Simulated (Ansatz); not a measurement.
Runs of Ansatz 0.2.0 on BAs. Symmetry: F-43m, No. 216, cubic system. The conventional cell has a = 4.777 Å, b = 4.777 Å, c = 4.777 Å, α = 90.00°, β = 90.00°, γ = 90.00°. Around As (site symmetry -43m) lie 4 B at 2.07 Å. B (site symmetry -43m) has 4 As at 2.07 Å as nearest neighbours. 

```tsv
task	level	spin	cell	k mesh	smearing	points for each segment of the path	atoms under strain	mesh quality	gap on the mesh (eV)	pressure (GPa)	relaxed volume (Å³/atom)
relaxation of cell and atoms	HSE03	off	relaxed	5 × 5 × 5	fermi-dirac 0.05 eV	-	-	coarse	1.67	0.0	13.63
band structure	PBEsol	off	as given	10 × 10 × 10	fermi-dirac 0.05 eV	14	-	not flagged	1.09	-0.8	-
relaxation of cell and atoms	BLYP+D3(BJ)	off	relaxed	10 × 10 × 10	fermi-dirac 0.05 eV	-	-	not flagged	1.41	0.0	13.55
relaxation of cell and atoms	LDA	off	relaxed	10 × 10 × 10	fermi-dirac 0.05 eV	-	-	not flagged	1.10	0.0	(c)
elastic constants	PBEsol	off	as given	7 × 7 × 7	fixed	-	relaxed	not flagged	1.10	-0.8	-
band structure	HSE06	off	as given	5 × 5 × 5	fermi-dirac 0.05 eV	4	-	coarse	(b)	-0.3	-
band structure	LDA	SOC, no magnetisation	as given	7 × 7 × 7	fermi-dirac 0.05 eV	14	-	not flagged	(a)	-3.9	-
relaxation of cell and atoms	BLYP+D4	off	relaxed	10 × 10 × 10	fermi-dirac 0.05 eV	-	-	not flagged	1.40	0.0	13.51
```

Alike in all rows: potentials or basis Ansatz PAW; cutoff (eV) 420.

Task: Fill in the values left out.

Result: (a) 1.08; (b) 1.84; (c) 13.24.

Caveats: some runs use coarse meshes; the PAW data sets come from PBE, with cores solved anew for the run's functional, which leaves a small shift of forces and pressure; the plane-wave basis is chosen anew once the cell has moved, so the energies of steps on either side of that aren't comparable (some runs); odd divisions of the mesh miss points on the zone boundary, where band edges often lie, so the gap on the mesh can be too wide (some runs); the thresholds are loose for stress (some runs).

A k mesh can miss the band edges, and rows without SOC leave out spin-orbit coupling on As.

Runs at the PBE level aren't shown here.
